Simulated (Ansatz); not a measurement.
Crystal: Bi, bcc type, 1 atom in the cell.

These are results of PBE, plane waves, PAW datasets (generated soft set 1) (Ansatz 0.2.0 development build), not measurements.

Cutoff 420 eV; k-mesh 38×38×38 Γ-centred; Fermi–Dirac smearing of 0.0612 eV; no spin polarisation; no spin–orbit coupling.

```tsv
V (Å³/atom)	a (Å)	E − E(min) (meV/atom)	P (GPa)
30.395	3.9320	8.10	2.23
31.662	3.9859	0.00	-0.09
32.295	4.0123	2.33	-1.07
32.928	4.0383	8.32	-1.94
33.562	4.0640	17.57	-2.72
```

(1) Fit a third-order Birch–Murnaghan equation of state to the energies.

Answers

(1) V₀ = 31.606 Å³/atom (a₀ = 3.984 Å), B₀ = 52.1 GPa, B₀′ = 4.64.

The published all-electron PBE values for this crystal (mean of FLEUR and WIEN2k, k-spacing 0.06 Å⁻¹; Bosoni et al., Nat. Rev. Phys. 6, 45 (2024)) are V₀ = 31.635 Å³/atom, B₀ = 52.1 GPa, B₀′ = 4.63.

The stress includes the program's correction for the finite plane-wave basis.

This cubic structure is a model: it isn't the usual form of the substance at ambient conditions, and such phases are metastable or hypothetical. Spin–orbit coupling is left out, which matters for 6p elements such as Tl, Pb and Bi.
